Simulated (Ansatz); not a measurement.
A relaxed cell of Sb is given with its symmetry left out. The cell was found from a structure generator's guess, not taken from experiment.

Level of theory: DFT PBE, scalar-relativistic, plane waves, PAW (Ansatz 0.2.0). Cutoff 420 eV, Γ-centred mesh, Gaussian smearing, no spin polarisation.

```xyz
12
Lattice="4.3219 0.0000 0.0000 -2.1609 3.7429 0.0000 0.0000 0.0000 22.3824" Properties=species:S:1:pos:R:3 pbc="T T T"
Sb    2.1609    1.2476   20.5422
Sb    0.0000    2.4952    9.3510
Sb    0.0000    2.4952    1.8402
Sb    2.1609    1.2476   13.0314
Sb    0.0000    0.0000    5.5956
Sb    0.0000    0.0000   16.7868
Sb    2.1609    1.2476    7.5265
Sb    0.0000    2.4952   18.7177
Sb    0.0000    2.4952   14.8559
Sb    2.1609    1.2476    3.6647
Sb    0.0000    0.0000    0.0000
Sb    0.0000    0.0000   11.1912
```

Energies count from the standard state of Sb at the same level.

Question: What space group does it have?

Answer: P6_3/mmc (No. 194). Conventional cell: a = 4.322 Å, c = 22.382 Å. Around Sb on a site of symmetry 3m lie 6 Sb at 3.09–3.10 Å; around Sb on a site of symmetry -6m2 lie 6 Sb at 3.16 Å; Sb on a second site of symmetry 3m is surrounded by 6 Sb at 3.09–3.16 Å; around Sb on a site of symmetry -3m lie 6 Sb at 3.10 Å.

Question: How far does it lie from the standard state of Sb?

Answer: +0.07 eV/atom. So it is a metastable form at best.

Question: Is it a metal?

Answer: Yes, bands cross the Fermi level on the 12×12×2 mesh.

The last run used a 12×12×2 mesh (in the run's order of axes) for its 12-atom cell and Gaussian smearing of 0.10 eV. Spin–orbit coupling, which can matter for Sb, is left out. Symmetry constrained the relaxation, so the result can be a saddle point.
